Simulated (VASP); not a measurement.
```xyz
3
Lattice="0.0000 2.9546 2.9546 2.9546 0.0000 2.9546 2.9546 2.9546 0.0000" Properties=species:S:1:pos:R:3 pbc="T T T"
Sr     0.0000     0.0000     0.0000
F      1.4773     1.4773     1.4773
F      4.4318     4.4318     4.4318
```

The numbers are results of r2SCAN meta-GGA, VASP's PBE PAW potentials (set 64) (plane waves; VASP 6.6.1), not measurements. Run with 520 eV cut-off, 7×7×7 Γ-centred mesh, Gaussian smearing of 0.050 eV, potentials Sr_sv F.

### Question
Give the stress tensor in GPa (positive for a compressed cell).

### Answer

```
-3.78   0.00   0.00
 0.00  -3.78   0.00
 0.00   0.00  -3.78
```
The pressure is its mean diagonal, -3.78 GPa.

The compound is SrF2 in the fluorite structure. This cell is one point of a volume scan, at 1.06 of the reference volume.
